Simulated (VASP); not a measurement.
A run of VASP 6.6.1 is set up as follows.

Contents of POSCAR:

```
Ir
1.0
    2.7569774136      0.0000000000      0.0000000000
   -1.3784887068      2.3876124778      0.0000000000
    0.0000000000      0.0000000000      4.4633985364
Ir
2
Direct
    0.6666666667      0.3333333333      0.7500000000
    0.3333333333      0.6666666667      0.2500000000
```

File INCAR.step1:

```
SYSTEM = Ir
  ALGO = Normal
  EDIFF = 1E-4
  ENCUT = 520
  GGA = PE
  ISMEAR = 0
  LASPH = .TRUE.
  LCHARG = .FALSE.
  LREAL = .FALSE.
  LWAVE = .TRUE.
  NBANDS = 16
  NELM = 100
  PREC = Accurate
  SIGMA = 0.1
```

The input INCAR.step2:

```
SYSTEM = Ir
  ALGO = Normal
  EDIFF = 1E-6
  ENCUT = 520
  ISIF = 2
  ISMEAR = 0
  ISTART = 1
  LASPH = .TRUE.
  LCHARG = .FALSE.
  LMIXTAU = .TRUE.
  LREAL = .FALSE.
  LWAVE = .FALSE.
  METAGGA = R2SCAN
  NBANDS = 16
  NELM = 100
  PREC = Accurate
  SIGMA = 0.1
```

Contents of KPOINTS:

```
k-points
0
G
  18 18 10
  0 0 0
```

Potentials or basis: VASP PAW PBE potentials, release 64 (Ir).

Command:

```sh
$ cat potpaw_PBE.64/Ir/POTCAR > POTCAR
$ cp INCAR.step1 INCAR
$ mpirun -np 1 vasp_std > vasp.out
$ cp INCAR.step2 INCAR
$ mpirun -np 1 vasp_std > vasp.out
```

Q: Predict the band gap on the k mesh.

A: None (metal or under the smearing width).

Q: Estimate the pressure.

A: -8.1 GPa.

Stress tensor (GPa, compression positive):
```
-8.19  0.00  0.00
 0.00 -8.19  0.00
 0.00  0.00 -8.04
```

Caveat: the PAW data sets were made with another functional, which shifts forces and pressure a little. Spin-orbit coupling is left out, which matters for the levels of Ir.
